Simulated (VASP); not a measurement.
Here is a VASP 6.6.1 calculation.

Contents of INCAR:

```
PREC = Accurate ; ENCUT = 520
EDIFF = 1E-6 ; ISMEAR = -1
SIGMA = 0.05 ; LREAL = False
LASPH = True ; NELM = 100
ALGO = Normal ; ISIF = 2
LWAVE = False ; LCHARG = False
LMAXMIX = 4 ; METAGGA = TPSS
LMIXTAU = True
```

File KPOINTS:

```
Automatic mesh
0
Gamma
  11 11 6
```

Contents of POSCAR:

```
Os
1.0
    2.7341000000      0.0000000000      0.0000000000
   -1.3670500000      2.3678000565      0.0000000000
    0.0000000000      0.0000000000      4.3197000000
Os
2
Direct
    0.6666666667      0.3333333333      0.7500000000
    0.3333333333      0.6666666667      0.2500000000
```

Contents of KPOINTS_OPT:

```
path GMKGALHA,LM,KH
10
line-mode
reciprocal
 0.0000000000  0.0000000000  0.0000000000  G
 0.5000000000  0.0000000000  0.0000000000  M

 0.5000000000  0.0000000000  0.0000000000  M
 0.3333333333  0.3333333333  0.0000000000  K

 0.3333333333  0.3333333333  0.0000000000  K
 0.0000000000  0.0000000000  0.0000000000  G

 0.0000000000  0.0000000000  0.0000000000  G
 0.0000000000  0.0000000000  0.5000000000  A

 0.0000000000  0.0000000000  0.5000000000  A
 0.5000000000  0.0000000000  0.5000000000  L

 0.5000000000  0.0000000000  0.5000000000  L
 0.3333333333  0.3333333333  0.5000000000  H

 0.3333333333  0.3333333333  0.5000000000  H
 0.0000000000  0.0000000000  0.5000000000  A

 0.5000000000  0.0000000000  0.5000000000  L
 0.5000000000  0.0000000000  0.0000000000  M

 0.3333333333  0.3333333333  0.0000000000  K
 0.3333333333  0.3333333333  0.5000000000  H
```

Potentials or basis: VASP PAW PBE potentials, release 64 (Os).

Command:

```console
$ cat potpaw_PBE.64/Os/POTCAR > POTCAR
$ mpirun -np 1 vasp_std > vasp.out
```

Q: Estimate the pressure.

A: 3.1 GPa.

Q: Estimate the band gap along the path.

A: None (metal or under the smearing width).

Levels at the corners of the path, in eV from the Fermi level:
```csv
point,band 4,band 5,band 6,band 7,band 8,band 9,band 10,band 11,band 12
Γ,-3.02,-2.75,-2.17,-2.17,-1.53,-1.53,0.05,1.72,1.72
M,-3.53,-2.87,-2.54,-1.83,2.09,2.66,2.77,4.49,5.82
M,-3.53,-2.87,-2.54,-1.83,2.09,2.66,2.77,4.49,5.82
K,-4.62,-3.41,-3.41,-1.29,1.54,1.54,2.10,5.54,5.54
K,-4.62,-3.41,-3.41,-1.29,1.54,1.54,2.10,5.54,5.54
Γ,-3.02,-2.75,-2.17,-2.17,-1.53,-1.53,0.05,1.72,1.72
Γ,-3.02,-2.75,-2.17,-2.17,-1.53,-1.53,0.05,1.72,1.72
A,-3.53,-3.22,-3.22,-3.22,-3.22,0.94,0.94,0.94,0.94
A,-3.53,-3.22,-3.22,-3.22,-3.22,0.94,0.94,0.94,0.94
L,-5.31,-1.17,-1.17,-0.11,-0.11,2.43,2.43,3.37,3.37
L,-5.31,-1.17,-1.17,-0.11,-0.11,2.43,2.43,3.37,3.37
H,-4.96,-3.40,-3.40,-1.32,-1.32,1.69,1.69,8.44,8.44
H,-4.96,-3.40,-3.40,-1.32,-1.32,1.69,1.69,8.44,8.44
A,-3.53,-3.22,-3.22,-3.22,-3.22,0.94,0.94,0.94,0.94
L,-5.31,-1.17,-1.17,-0.11,-0.11,2.43,2.43,3.37,3.37
M,-3.53,-2.87,-2.54,-1.83,2.09,2.66,2.77,4.49,5.82
K,-4.62,-3.41,-3.41,-1.29,1.54,1.54,2.10,5.54,5.54
H,-4.96,-3.40,-3.40,-1.32,-1.32,1.69,1.69,8.44,8.44
```

Caveat: the PAW data sets were made with another functional, which shifts forces and pressure a little; spin-orbit coupling is left out, which moves the levels of the heavy elements.
